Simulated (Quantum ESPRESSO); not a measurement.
Sn under changes of volume

One of the cells (28.673 Å³/atom); the others are scaled copies at fixed shape and fractional positions:

```
Sn
1.0
    -1.72654    1.77555    2.33834
     1.72654   -1.77555    2.33834
     1.72654    1.77555   -2.33834
Sn
1
Direct
  0.00000 0.00000 0.00000
```

This isn't the form of Sn at room conditions, which is tetragonal (white tin).

* Program: Quantum ESPRESSO 7.5
* Functional: PBEsol
* Potentials or basis: GBRV 1.5 PBEsol
* Cutoff: 925 eV
* Density cutoff: 7401 eV
* k mesh: 11 × 11 × 11
* Occupations: fermi-dirac, width 0.05 eV
* Spin: no spin polarisation

```csv
volume (Å³/atom),energy over the lowest point (meV/atom),pressure (GPa)
26.953,0.00,-1.0
27.526,4.78,-2.1
28.100,13.13,-3.0
28.673,24.65,-3.8
29.247,?,?
29.820,55.69,-5.2
30.394,74.59,-5.8
```

Task: What does the run at 29.247 Å³/atom give?

Result: Energy over the lowest point 38.95 meV/atom; pressure -4.5 GPa.

Worked out: A Birch-Murnaghan fit of order 3 (a polynomial in V^(-2/3)) to the other rows has its minimum at 26.57 Å³/atom, just outside them, with B0 = V·E''(V) = 57 GPa and B' = 4.9 at fixed shape and positions, which overstates the stiffness. It gives 38.96 meV/atom at 29.247 Å³/atom, against the run's 38.95, and -dE/dV = -4.4 GPa, against -4.5.

Energies are extrapolated to zero smearing.
